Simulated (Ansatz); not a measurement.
Run on WC (NiAs type): DFT, PBE, all-electron LAPW, scalar-relativistic (Ansatz 0.2.0). This run: single point at the cell that PAW relaxed from the NiAs type at 76 GPa.

The cell comes from a relaxation on PAW files under the same functional, begun from a prototype that needn't be the stable phase.

Command: `ansatz run input.yaml --threads 1 --pin off --max-ram 3584MiB --backend cpu --events-out ev --progress --plain --runs-dir out` It took 84 s on 1 thread of Arm Neoverse V2, on a shared host, peak memory 0.69 GiB.

```yaml
crystal:
  lattice:
    - [2.7599038113, 0.0, 0.0]
    - [-1.3799519057, 2.3901468126, 0.0]
    - [0.0, 0.0, 5.5400428244]
  atoms:
    - { symbol: W, position: [0.0, 0.0, 0.0] }
    - { symbol: W, position: [0.0, 0.0, 0.5] }
    - { symbol: C, position: [0.3333333333, 0.6666666667, 0.25] }
    - { symbol: C, position: [0.6666666667, 0.3333333333, 0.75] }
kpoints:
  mp_grid: { grid: [11, 11, 6] }
scf:
  occupations: { method: fermi_dirac, width: 0.08 }
hamiltonian:
  xc: pbe
  pseudopotentials: { kind: all_electron, lapw: { basis_error: 0.0005 } }
output:
  forces: true
  stress: true
  eigenvalues: true
  populations: true
```

Output:

```
W: projections on atomic orbitals take those of the free atom 1s2 2s2 2p6 3s2 3p6 3d10 4s2 4p6 4d10 4f14 5s2 5p6 5d4 6s2, of charge +0.00 (hamiltonian.pseudopotentials.projection_atoms)
C: projections on atomic orbitals take those of the free atom 1s2 2s2 2p2, of charge +0.00 (hamiltonian.pseudopotentials.projection_atoms)
LAPW: plane waves up to 10.201 Å⁻¹, error target 5.0e-4 eV per atom; small_component_spin mean_spin; C in spheres of 0.865 Å, 6 of its electrons in bands, Dirac shells []; W in spheres of 1.246 Å, 44 of its electrons in bands, Dirac shells [] (how accurate: hamiltonian.pseudopotentials.lapw.basis_error, Limitations)
Engine: ansatz 0.2.0
Pseudopotentials: kind: all_electron
Pseudopotential: W, LAPW, valence charge 44, lapw/all_electron/scalar/gaussian/W, Koelling and Harmon's equation, gaussian nucleus
Pseudopotential: C, LAPW, valence charge 6, lapw/all_electron/scalar/gaussian/C, Koelling and Harmon's equation, gaussian nucleus
Functional definition: PBE
  parameter kappa = 0.804
  parameter beta = 0.06672455060314922
  exchange = pbe_x(kappa = kappa, mu = beta*pi^2/3)
  correlation = pbe_c(beta = beta)
Crystal: 4 atoms, lattice volume = 36.545 Å³
Basis set: ecut = 396.4459565555757 eV, 671 PW (Γ), exchange–correlation at level 2
Bands: 60, of which v1, the nominal top of the filled ones, is band 50 counted from 1 (49 counted from 0)
Symmetry: 24 space group operations
Space group: P63/mmc (ITA 194), of the structure as read, at distance tolerance 3.3e-5 Å
k-points: 64 of 726
Non-local potential: W, projectors of the file, none
Non-local potential: C, projectors of the file, none
Initial density: superposition of atomic densities (chi_scale 0.1, normalization cell, long waves kept (reshape's long-wave potential 0.00 eV rms))
Initial wavefunctions: plane waves of lowest kinetic energy (no species holds an atomic orbital)
Functional: x = pbe(κ = 0.804, μ = 0.2195149727645171), c = pbe(β = 0.06672455060314922)
iter 1 solved again at ethr=8.52e-3 eV; its pass at ethr=1.00e-1 eV (dr2=8.52e0 eV) is discarded
SCF iter   1: F=—  HF=-880479.909128 eV  |F-HF|=—  |Δ(HF+E_count)|=         —  Δρ=1.42e-1  dr2=8.52e0  ethr=8.52e-3  ⟨swp⟩=2.0  Hψ=24367  notcnv=0
preconditioner: auto → Kerker (q_TF=auto, 3.227 Å⁻¹)  [metal: Δε(μ)=0.052 eV  Ē_g=28.400 eV  σ=0.080 eV  W_gap=0.16  n_scr=22 (ndim 8)  ℏωp=47.6 eV  f_vac=0.000  D(μ)=0.92/eV (n_scr^D=2)]
iter 2 solved again at ethr=3.75e-4 eV; its pass at ethr=8.52e-3 eV (dr2=3.75e-1 eV) is discarded
SCF iter   2: F=—  HF=-880476.815818 eV  |F-HF|=—  |Δ(HF+E_count)|=    3.09e0  Δρ=3.12e-2  dr2=3.75e-1  ethr=3.75e-4  ⟨swp⟩=2.0  Hψ=19377  notcnv=0
SCF iter   3: F=—  HF=-880476.772063 eV  |F-HF|=—  |Δ(HF+E_count)|=         —  Δρ=2.76e-2  dr2=3.30e-1  ethr=3.75e-4  ⟨swp⟩=2.0  Hψ=11027  notcnv=0
the basis was enlarged: its passes take 1.1 MiB over the memory plan, 1 of 1 planned eigensolver slots
SCF iter   4: F=—  HF=-880476.779430 eV  |F-HF|=—  |Δ(HF+E_count)|=   7.37e-3  Δρ=1.43e-2  dr2=8.77e-2  ethr=3.30e-4  ⟨swp⟩=2.0  Hψ=10396  notcnv=0
SCF iter   5: F=—  HF=-880476.734406 eV  |F-HF|=—  |Δ(HF+E_count)|=   4.50e-2  Δρ=3.54e-3  dr2=4.38e-3  ethr=8.77e-5  ⟨swp⟩=2.5  Hψ=11605  notcnv=0
SCF iter   6: F=—  HF=-880476.732951 eV  |F-HF|=—  |Δ(HF+E_count)|=   1.45e-3  Δρ=1.02e-3  dr2=4.38e-4  ethr=4.38e-6  ⟨swp⟩=2.0  Hψ=11041  notcnv=0
SCF iter   7: F=—  HF=-880476.732901 eV  |F-HF|=—  |Δ(HF+E_count)|=   4.97e-5  Δρ=2.57e-4  dr2=2.40e-5  ethr=4.38e-7  ⟨swp⟩=2.0  Hψ=11042  notcnv=0
SCF iter   8: F=—  HF=-880476.732901 eV  |F-HF|=—  |Δ(HF+E_count)|=   4.10e-7  Δρ=7.65e-5  dr2=2.44e-6  ethr=2.40e-8  ⟨swp⟩=2.3  Hψ=11057  notcnv=0
SCF iter   9: F=—  HF=-880476.732901 eV  |F-HF|=—  |Δ(HF+E_count)|=   3.63e-7  Δρ=2.80e-5  dr2=2.88e-7  ethr=2.44e-9  ⟨swp⟩=2.5  Hψ=11079  notcnv=0
SCF iter  10: F=-880476.732901 eV  HF=-880476.732901 eV  |F-HF|=1.42e-8  |Δ(HF+E_count)|=   4.71e-8  Δρ=6.87e-6  dr2=2.16e-8  ethr=2.88e-10  ⟨swp⟩=3.0  Hψ=11628  notcnv=0
SCF 1 converged in 10 iterations: F = -880476.732901 eV  dr2 = 2.16e-8
SCF converged after 10 iterations
Free energy (F): -880476.732901 eV
Harris-Foulkes:  -880476.732901 eV  (|F-HF|=1.42e-8)
Internal energy: -880476.712350 eV  (E = F + TS)
E sigma→0 (E₀):  -880476.722625 eV
Entropy (-TS):   -0.020551 eV (-5.138 meV/atom)
Fermi energy:    29.702991 eV
--- Per-component energies (eV) ---
  E_band       = -9403.675598
  E_kinetic    = 985884.304352
  E_xc         = -17971.349709
  E_electrostatic = -1848389.666993  (all electrons and nuclei)
  E_smearing   = -0.020551  (= −TS)
  E_closure    = 0.000000  (closes the sum)
  E_atoms      = -880436.842893  (free atoms, spherical and without spin; not in F)
  Σ components = -880476.732901   (vs F -880476.732901, Δ=0.00e0)
  Basis errors (estimates in eV, not in F): energy 1.8e-4 per atom: plane waves 1.6e-4 (9.0e-5 summed), levels above the bands 1.9e-66, relativity 1.9e-8, radial functions 2.0e-5, core shells 4.9e-7; eigenvalues (radial functions only) 2.1e-6; not estimated: angular momenta, meshes, grids; target (lapw.basis_error) 5.0e-4; muffin-tin radii C 0.865 Å, W 1.246 Å
--- Forces (eV/Å), atoms counted from 1 ---
  atom   1  W      0.00000000    -0.00000000     0.00000000
  atom   2  W      0.00000000    -0.00000000    -0.00000000
  atom   3  C     -0.00000000     0.00000000     0.00000000
  atom   4  C      0.00000000    -0.00000000     0.00000000
  max |Σ_I F_I| component: 1.85e-17 eV/Å
--- Stress (GPa, compression-positive) ---
       75.726452      -0.000000       0.000000
       -0.000000      75.726452       0.000000
        0.000000       0.000000      75.637367
  P = ⅓ Tr σ = 75.6968 GPa (756.968 kbar)
--- Band table (eV; the first three rows and the last of 64) ---
  k-point 0: bands = ["-387.8901", "-387.8901", "-387.8901", "-387.8901", "-387.8703", "-387.8703", "-235.4715", "-235.4715", "-202.9595", "-202.9595", "-202.9595", "-202.9595", "-202.9352", "-202.9352", "-202.9314", "-202.9314", "-202.9314", "-202.9314", "-44.1330", "-44.0746", "-9.1759", "-8.1768", "-7.9459", "-7.9459", "-7.8569", "-7.8569", "1.7934", "1.7998", "1.8410", "1.8410", "1.8448", "1.8540", "1.8540", "1.8705", "1.8705", "1.8778", "1.8807", "1.8810", "1.8912", "1.8912", "14.1621", "18.7350", "20.1245", "24.4181", "25.2460", "25.2460", "28.6774", "28.6999", "28.6999", "29.6912", "29.6912", "30.8356", "30.8356", "33.4426", "33.4426", "33.6331", "38.1414", "38.8258", "38.8258", "39.9706"]
  k-point 1: bands = ["-387.8901", "-387.8901", "-387.8901", "-387.8901", "-387.8703", "-387.8703", "-235.4715", "-235.4715", "-202.9595", "-202.9595", "-202.9595", "-202.9595", "-202.9352", "-202.9352", "-202.9314", "-202.9314", "-202.9314", "-202.9314", "-44.1291", "-44.0785", "-9.1131", "-8.2484", "-7.9400", "-7.9400", "-7.8629", "-7.8629", "1.7940", "1.7995", "1.8419", "1.8419", "1.8466", "1.8531", "1.8531", "1.8718", "1.8718", "1.8751", "1.8807", "1.8809", "1.8897", "1.8897", "14.3594", "17.9615", "20.9200", "24.3280", "25.3838", "25.3838", "28.1817", "28.1817", "28.7534", "29.8131", "29.8131", "31.1187", "31.1187", "32.9024", "33.6099", "33.6099", "38.3752", "38.3752", "38.5304", "40.1838"]
  k-point 2: bands = ["-387.8901", "-387.8901", "-387.8901", "-387.8901", "-387.8703", "-387.8703", "-235.4715", "-235.4715", "-202.9595", "-202.9595", "-202.9595", "-202.9595", "-202.9352", "-202.9352", "-202.9314", "-202.9314", "-202.9314", "-202.9314", "-44.1185", "-44.0892", "-8.9389", "-8.4402", "-7.9238", "-7.9238", "-7.8793", "-7.8793", "1.7955", "1.7986", "1.8444", "1.8444", "1.8509", "1.8509", "1.8518", "1.8682", "1.8754", "1.8754", "1.8808", "1.8809", "1.8857", "1.8857", "14.9219", "16.8254", "22.1050", "23.9511", "25.7889", "25.7889", "27.2747", "27.2747", "29.1448", "30.1588", "30.1588", "31.1066", "31.1066", "31.4400", "34.4357", "34.4357", "37.2332", "37.2332", "39.2813", "40.5590"]
  k-point 63: bands = ["-387.8901", "-387.8901", "-387.8901", "-387.8901", "-387.8703", "-387.8703", "-235.4715", "-235.4715", "-202.9595", "-202.9595", "-202.9595", "-202.9595", "-202.9352", "-202.9352", "-202.9314", "-202.9314", "-202.9314", "-202.9314", "-43.9732", "-43.9732", "-8.9581", "-8.9581", "-8.6994", "-8.6994", "-8.4027", "-8.4027", "1.8210", "1.8210", "1.8452", "1.8452", "1.8472", "1.8472", "1.8534", "1.8534", "1.8655", "1.8655", "1.8718", "1.8718", "1.8855", "1.8855", "18.3935", "18.3935", "22.5391", "22.5391", "24.2005", "24.2005", "25.0703", "25.0703", "28.6894", "28.6894", "33.2627", "33.2627", "34.4135", "34.4135", "35.9654", "35.9654", "40.7608", "40.7608", "42.9562", "42.9562"]
--- Löwdin populations: 4 sites ---
  site symbol       q [e]
     0      W     73.2511
     1      W     73.2511
     2      C      6.6871
     3      C      6.6871
  spilling = 0.000772 (of n_electrons = 160.000000)
```

populations.tsv:

```
# site	symbol	l	j	q
# orbitals = lowdin
# n_electrons = 160.000000
# spilling = 0.000772
# projection_atom_W: 1s2 2s2 2p6 3s2 3p6 3d10 4s2 4p6 4d10 4f14 5s2 5p6 5d4 6s2
# projection_atom_C: 1s2 2s2 2p2
0	W	0_1S	-	1.999999
0	W	0_2S	-	1.999969
0	W	0_3S	-	1.999607
0	W	0_4S	-	1.995974
0	W	0_5S	-	1.936886
0	W	0_6S	-	0.513127
0	W	1_2P	-	6.000000
0	W	1_3P	-	5.999998
0	W	1_4P	-	5.999886
0	W	1_5P	-	5.986249
0	W	2_3D	-	10.000000
0	W	2_4D	-	9.999870
0	W	2_5D	-	4.821228
0	W	3_4F	-	13.998325
1	W	0_1S	-	1.999999
1	W	0_2S	-	1.999969
1	W	0_3S	-	1.999607
1	W	0_4S	-	1.995974
1	W	0_5S	-	1.936886
1	W	0_6S	-	0.513127
1	W	1_2P	-	6.000000
1	W	1_3P	-	5.999998
1	W	1_4P	-	5.999886
1	W	1_5P	-	5.986249
1	W	2_3D	-	10.000000
1	W	2_4D	-	9.999870
1	W	2_5D	-	4.821228
1	W	3_4F	-	13.998325
2	C	0_1S	-	1.993413
2	C	0_2S	-	1.250913
2	C	1_2P	-	3.442768
3	C	0_1S	-	1.993413
3	C	0_2S	-	1.250913
3	C	1_2P	-	3.442768
```

Next run (zincblende relaxed under pressure), as changes to the input before:

```diff
   lattice:
-    - [2.7599038113, 0.0, 0.0]
-    - [-1.3799519057, 2.3901468126, 0.0]
-    - [0.0, 0.0, 5.5400428244]
+    - [0.0, 2.2018265425, 2.2018265425]
+    - [2.2018265425, 0.0, 2.2018265425]
+    - [2.2018265425, 2.2018265425, 0.0]
   atoms:
-    - { symbol: W, position: [0.0, 0.0, 0.5] }
-    - { symbol: C, position: [0.3333333333, 0.6666666667, 0.25] }
-    - { symbol: C, position: [0.6666666667, 0.3333333333, 0.75] }
+    - { symbol: C, position: [0.25, 0.25, 0.25] }
 kpoints:
-  mp_grid: { grid: [11, 11, 6] }
+  mp_grid: { grid: [14, 14, 14] }
 scf:
   eigenvalues: true
-  populations: true
+relax:
+  f_tol: 0.005
+  max_steps: 12
+  cell: { p_target: 76.0, stress_tol: 0.038 }
```

Results part of the output:

```
basis re-selected at this cell: Δ(F+E_penalty+E_count) = +1.967e-8 eV, ΔP = +0.003 GPa vs the last step (what re-selecting the basis moved, after the strain that the cell walked since its last selection, with what the two solves' SCF thresholds leave and, on support functions, any second-order correction that the steps lacked; it is no measure of the basis error at this ecutwfc). This SCF's stress stands 1.85e-3 GPa from its target on what of the cell is left free (relax.cell.stress_tol is 3.80e-2 GPa) and its largest allowed force component is 4.90e-16 eV/Å (relax.f_tol is 5.00e-3 eV/Å): within both
SCF converged after 2 iterations
Free energy (F): -440237.109950 eV
Harris-Foulkes:  -440237.109950 eV  (|F-HF|=4.86e-8)
Internal energy: -440237.093421 eV  (E = F + TS)
E sigma→0 (E₀):  -440237.101686 eV
Entropy (-TS):   -0.016529 eV (-8.265 meV/atom)
Fermi energy:    25.670187 eV
--- Per-component energies (eV) ---
  E_band       = -6014.381723
  E_kinetic    = 492945.437069
  E_xc         = -8985.258263
  E_electrostatic = -924197.272228  (all electrons and nuclei)
  E_smearing   = -0.016529  (= −TS)
  E_closure    = 0.000000  (closes the sum)
  E_atoms      = -440218.421447  (free atoms, spherical and without spin; not in F)
  Σ components = -440237.109950   (vs F -440237.109950, Δ=0.00e0)
[... lines left out ...]
        0.000000      76.001848       0.000000
       -0.000000       0.000000      76.001848
  P = ⅓ Tr σ = 76.0018 GPa (760.018 kbar)
--- Band table (eV; the first three rows and the last of 104) ---
  k-point 0: bands = ["-538.6159", "-392.6352", "-392.6352", "-392.6352", "-239.7058", "-207.7005", "-207.7005", "-207.6900", "-207.6900", "-207.6900", "-48.8115", "-13.0236", "-13.0236", "-13.0236", "-2.9261", "-2.9058", "-2.9058", "-2.9058", "-2.8772", "-2.8772", "-2.8772", "10.6206", "18.7965", "18.7965", "18.7965", "25.6317", "25.6317", "28.8974", "34.3096", "34.3096", "34.3096", "42.1678"]
  k-point 1: bands = ["-538.6159", "-392.6352", "-392.6352", "-392.6352", "-239.7058", "-207.7005", "-207.7005", "-207.6900", "-207.6900", "-207.6900", "-48.8096", "-13.0577", "-13.0285", "-13.0285", "-2.9251", "-2.9058", "-2.9052", "-2.9052", "-2.8782", "-2.8782", "-2.8771", "10.7508", "18.7145", "18.8638", "18.8638", "25.5480", "25.5480", "29.1519", "34.1302", "34.4946", "34.4946", "40.8041"]
  k-point 2: bands = ["-538.6159", "-392.6352", "-392.6352", "-392.6352", "-239.7058", "-207.7005", "-207.7005", "-207.6900", "-207.6900", "-207.6900", "-48.8043", "-13.1522", "-13.0421", "-13.0421", "-2.9225", "-2.9056", "-2.9037", "-2.9037", "-2.8810", "-2.8810", "-2.8770", "11.1146", "18.5332", "19.0442", "19.0442", "25.3773", "25.3773", "29.7653", "33.7887", "34.8695", "34.8695", "38.6532"]
  k-point 103: bands = ["-538.6159", "-392.6352", "-392.6352", "-392.6352", "-239.7058", "-207.7005", "-207.7005", "-207.6900", "-207.6900", "-207.6900", "-48.7599", "-13.5231", "-13.4011", "-13.2774", "-2.9011", "-2.8986", "-2.8982", "-2.8952", "-2.8940", "-2.8934", "-2.8905", "13.9935", "18.3054", "20.4807", "21.8207", "23.5441", "25.9963", "28.0601", "30.4057", "32.8392", "39.3703", "40.1888"]
--- Relaxed structure (3 steps of the walk, 3 accepted, 1 SCFs on fresh bases) ---
  F+E_penalty+E_count = -440237.10995016 eV   max|allowed force component| = 4.903e-16 eV/Å   (the final SCF, on the basis selected at the relaxed cell)
  cell:  # Å, volume = 21.3319 Å³
    - [8.916901057567284e-34, 2.2012350737126964, 2.2012350737126964]
    - [2.2012350737126964, 2.5476860164477946e-33, 2.2012350737126964]
    - [2.2012350737126964, 2.2012350737126964, 3.643191003520347e-33]
  atoms:
    - { symbol: W, position: [-5.995315512985819e-34, 7.489588680356144e-34, 7.6718171154013055e-34] }
    - { symbol: C, position: [0.25, 0.25, 0.25] }
```

Spin–orbit coupling is left out, which matters for the heavy atoms.
